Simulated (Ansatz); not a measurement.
What does this script print? It uses Ansatz 0.2.0, Python API.

Script `relax_lab6.py`:
```python
'''Relax the ions of LaB6 at fixed cell.'''

import json

import ansatz as az
from ase import Atoms
from ase.neighborlist import neighbor_list
import numpy as np


def main() -> None:
    vectors = np.array([
        [4.157, 0.0, 0.0],
        [0.0, 4.157, 0.0],
        [0.0, 0.0, 4.157],
    ])
    cell = (
        az.Lattice.of(vectors)
        .atom('La', [0.0, 0.0, 0.0])
        .atom('B', [0.1975, 0.5, 0.5])
        .atom('B', [0.5, 0.1975, 0.5])
        .atom('B', [0.8025, 0.5, 0.5])
        .atom('B', [0.5, 0.8025, 0.5])
        .atom('B', [0.5, 0.5, 0.1975])
        .atom('B', [0.5, 0.5, 0.8025])
    )
    # a displaced start

    setup = (
        cell.move(4, to=[0.536084, 0.766416, 0.536084]).calculation()
        .functional('pbe', dispersion='d3bj')
        .pseudopotentials('nc')
        .kpoints(4)
        .occupations(az.OccupationsMethod.FERMI_DIRAC)
        .scf(tolerance=1e-08)
        .relax(max_steps=60, max_displacement=0.3)
    )
    out = setup.run(threads=1, events_out='stream.ndjson')
    with open('stream.ndjson') as stream:
        events = [json.loads(line) for line in stream]
    steps = [e['data'] for e in events if e['event'] == 'relax_step']
    report = out.report
    for s in steps:
        flag = '' if s['accepted'] else '  (rejected)'
        print('step %2d  E = %.5f eV  largest force component = %.4f eV/A%s' % (s['step'], s['lagrangian_ev'], s['allowed_force_max_ev_ang'], flag))

    first, last = steps[0], steps[-1]
    symbols = [site.symbol for site in out.lattice.sites]
    print(f'energy gained {first["lagrangian_ev"] - last["lagrangian_ev"]:.4f} eV in {len(steps) - 1} steps')

    print('atom   start x y z (A)              end x y z (A)')
    for symbol, a, b in zip(symbols, first['positions_ang'], last['positions_ang']):
        print(f'{symbol:3s}', ' '.join(f'{v:8.4f}' for v in a), '  ', ' '.join(f'{v:8.4f}' for v in b))

    final = Atoms(symbols, positions=last['positions_ang'], cell=out.lattice.cell_ang, pbc=True)
    i, j, d = neighbor_list('ijd', final, 4.5)
    print('neighbours within 1.15 times the shortest distance of each atom (A)')
    for atom in range(len(final)):
        near = [m for m in np.argsort(d) if i[m] == atom]
        shell = [m for m in near if d[m] < 1.15 * d[near[0]]]
        print(f'{symbols[atom]}{atom} ({len(shell)}):', ', '.join(f'{symbols[j[m]]} {d[m]:.3f}' for m in shell))

    n_atoms = len(report['lattice']['sites'])
    print('F =', round(report['free_energy_ev'], 4), 'eV for', n_atoms, 'atoms')
    print('E(sigma -> 0) =', round(report['energy_sigma0_ev'], 4), 'eV, TS =', round(report['entropy_ts_ev'], 5), 'eV')
    print('closed by', report['closed_by'], 'after', report['n_iterations'], 'iterations')


if __name__ == '__main__':
    main()
```

Output of `python relax_lab6.py`:
```text
DeckWarning: basis.ecutwfc = 1496.626244 eV, auto-derived from the records' recommended cutoffs: set by La (normal level)
step  1  E = -1445.99443 eV  largest force component = 5.6621 eV/A
step  2  E = -1446.46230 eV  largest force component = 2.6588 eV/A
step  3  E = -1446.72061 eV  largest force component = 0.0306 eV/A
step  4  E = -1446.72069 eV  largest force component = 0.0040 eV/A
energy gained 0.7263 eV in 3 steps
atom   start x y z (A)              end x y z (A)
La    0.0000   0.0000   0.0000      0.0214  -0.0214   0.0214
B     0.8210   2.0785   2.0785      0.8524   2.0571   2.0999
B     2.0785   0.8210   2.0785      2.0998   0.8095   2.0998
B     3.3360   2.0785   2.0785      3.3475   2.0571   2.1000
B     2.2285   3.1860   2.2285      2.1001   3.3046   2.1001
B     2.0785   2.0785   0.8210      2.0999   2.0571   0.8524
B     2.0785   2.0785   3.3360      2.1000   2.0571   3.3475
neighbours within 1.15 times the shortest distance of each atom (A)
La0 (24): B 3.054, B 3.054, B 3.055, B 3.055, B 3.055, B 3.055, B 3.055, B 3.055, B 3.055, B 3.055, B 3.055, B 3.055, B 3.055, B 3.055, B 3.055, B 3.055, B 3.055, B 3.055, B 3.055, B 3.055, B 3.055, B 3.055, B 3.055, B 3.055
B1 (5): B 1.662, B 1.764, B 1.764, B 1.764, B 1.764
B2 (5): B 1.662, B 1.764, B 1.764, B 1.764, B 1.764
B3 (5): B 1.662, B 1.764, B 1.764, B 1.764, B 1.764
B4 (5): B 1.662, B 1.764, B 1.764, B 1.764, B 1.764
B5 (5): B 1.662, B 1.764, B 1.764, B 1.764, B 1.764
B6 (5): B 1.662, B 1.764, B 1.764, B 1.764, B 1.764
F = -1446.7207 eV for 7 atoms
E(sigma -> 0) = -1446.6943 eV, TS = 0.05273 eV
closed by deck_thresholds after 7 iterations
```
(Warnings from the package without file and line.)

Caveats:
- These settings explore the input space; cutoff and mesh may be short of convergence.
- Dispersion corrections can be off by several per cent in the lattices of metals, and by several GPa in the pressure at a fixed cell.
- The mesh is modest for a metal, so energies can be off by several to tens of meV an atom and pressures by half a GPa or more; differences at equal mesh fare better.
- Energies along a relaxation are free energies. A last row that repeats the one before re-solves the same geometry more tightly.
- The structure is a deposited one; some such entries were measured under pressure or heat, so a shift against it needn't be the functional's error alone.
- The whole script took 86 s on 1 thread of Arm Neoverse V1 (shared host), peak memory 0.58 GiB.

(Lines on the test bed's own set-up are left out of the output.)
